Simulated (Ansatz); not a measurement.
The system is SnTe.

```
CELL_PARAMETERS angstrom
0.00000 3.15085 3.15085
3.15085 0.00000 3.15085
3.15085 3.15085 0.00000
ATOMIC_POSITIONS crystal
Te 0.50000 0.50000 0.50000
Sn 0.00000 0.00000 0.00000
```

Base run:

| Item | Value |
| --- | --- |
| Program | Ansatz 0.2.0 |
| Functional | PBE |
| Potentials or basis | Ansatz PAW |
| Cutoff | 420 eV (not typed: the program's choice for these potentials) |
| k mesh | 7 × 7 × 7 |
| Occupations | fermi-dirac, width 0.05 eV |
| Spin | no spin polarisation |

Its results: pressure 2.2 GPa.

Q: After a change of settings the same cell gave: pressure -0.2 GPa. Which change was it?
A. cutoff from 420 eV (not typed: the program's choice for these potentials) to 250 eV
B. potentials or basis from Ansatz PAW to Ansatz PAW earlier set; cutoff from 420 eV (not typed: the program's choice for these potentials) to 640 eV (not typed: the program's choice for these potentials); valence electrons from 30 to 38
C. functional from PBE to r2SCAN; cutoff from 420 eV (not typed: the program's choice for these potentials) to 500 eV (not typed: the program's choice for these potentials)
D. functional from PBE to PBEsol0; k mesh from 7 × 7 × 7 to 4 × 4 × 4

A: D.

Caveats: some runs use coarse meshes; the PAW data sets come from PBE, with cores solved anew for the run's functional, which leaves a small shift of forces and pressure (some runs); the thresholds are loose for stress (some runs).
